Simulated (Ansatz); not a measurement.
# Does disorder add resistance in series? Ag(111) layers with 50 % Pd

Two lengths of the disordered region are known. What area resistance does the third give?

Set-up. Ansatz 0.2.0, plane waves with PAW datasets at their recommended cutoffs (420 eV for most), Fermi-Dirac smearing; ballistic transmission by layer matching. The area resistance is RA = A (h/2e²)(1/T − 1/N), with T the zone-mean transmission per spin and N the lead's channels, both averaged over a few energies near the Fermi level; for magnets each spin is taken apart, with h/e², and the two conduct in parallel. Lateral cell 2x2, PBE, a fresh random draw for each length.

Results; the value marked ? is to be predicted:

```
length (Å)  channels N  RA (fΩ m²)
      9.44       3.266       0.888
      18.9       3.266        1.36
      28.3       3.266           ?
```

**Fit on the rows shown.**

Ohm's law makes RA linear in the length: the slope is (1.36 − 0.888)/(18.9 − 9.44) = 0.0497 fΩ m² per Å, or 50 µΩ cm. Then 1.36 + 0.0497 × 9.44. Predicted: 1.83 fΩ m².

What the run gave:

1.22 fΩ m², so the prediction is 49 % too high. The three lengths together give 18 µΩ cm. Single draws scatter; these runs don't part the causes of the miss, and leave the question open.

**Limits.** The scatterers repeat sideways with the small cell. The slope is a raw one; a model of isotropic scattering puts it 1.08 times the bulk value over these lengths. Atoms sit unrelaxed on the host's lattice, and the pair may not mix at random in practice.

[Logs are printed without paths, hosts, clocks, repeated set-up lines and the standing remarks that a program may print on its own settings, such as how far it seeks lower states.]
